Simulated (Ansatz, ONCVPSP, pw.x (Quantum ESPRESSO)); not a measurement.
## Equation-of-state test of one ONCV potential (gold)

gold (Au), optimised norm-conserving Vanderbilt (ONCV), made with ONCVPSP 4.0.1 (PBE, scalar-relativistic). Core [Kr] 4d10 4f14, reference 5s2 5p6 5d9 (charge +2). Waves: 5s: rc 1.45 bohr, ncon 4, nbas 9, qcut 7.4 1/bohr, 2 projectors, debl 3.9 Ha; 5p: rc 1.75 bohr, ncon 4, nbas 8, qcut 8.4 1/bohr, 2 projectors, debl 0.6 Ha; 5d: rc 2.25 bohr, ncon 3, nbas 7, qcut 6.7 1/bohr, 2 projectors, debl 3.4 Ha. Local part: polynomial inside 0.90 bohr (lpopt 5, dvloc0 -1 Ha). Core correction: Teter function fitted to the true core (icmod 2), fcfact 0.4.

In the s channel the program set the typed energies aside and used -4.778, 0.050 Ha. In the p channel the program set the typed energies aside and used -2.988, 0.250 Ha.

Crystal test: bcc Au in pw.x 7.5, no spin, 14³ k-points, Fermi–Dirac smearing 0.01 Ry, cutoffs 65/260 Ry. The reference is all-electron LAPW (Ansatz 0.2.0) with the same functional, mesh and smearing; V0 and B0 come from Birch–Murnaghan fits to the pressures at five volumes. Errors are pseudo minus all-electron; Δ is the rms difference of the E(V) curves that follow from these fits, minima aligned, over ±6 % about the mean V0. Mesh and smearing are coarse, so the numbers serve the comparison and aren't converged zero-temperature values; the lattice is a test structure that the element need not adopt.

```
V (Å³/atom)  P all-electron (GPa)  P pseudo (GPa)
     17.106                  8.24            6.63
     17.556                  3.80            2.37
     18.006                  0.07           -1.20
     18.456                 -3.07           -4.22
     18.906                 -5.69           -6.73
```

All-electron: a0 = 3.303 Å (V0 = 18.01 Å³/atom), B0 = 136.2 GPa.

Pseudopotential: mean pressure error (GPa): -1.30; a0 (Å): 3.292; a0 error (%): -0.31; B0 error (%): +1.5; Δ (meV/atom): 5.1. Note: ghosts flagged at negative energy: s at -46.0 eV; GHOST(+) flagged for p at 183.8 eV, d at 220.5 eV. A true bound ghost makes a file unfit for plane-wave use.

Problem. At the middle volume, how do free energy and pressure move when the wave cutoff is lowered (ecutrho kept at four times it)?

Solution.

```csv
cutoff (Ry),shift of F (meV/atom),shift of P (GPa)
29,+2694.9,-109.90
39,+311.5,-14.08
52,+16.9,-1.03
```

The run at the middle volume (104 k-points, 9 iterations) took about 18 s on one core of a shared host (Intel(R) Xeon(R) 6975P-C, 192 threads, 378 GiB, load 54).
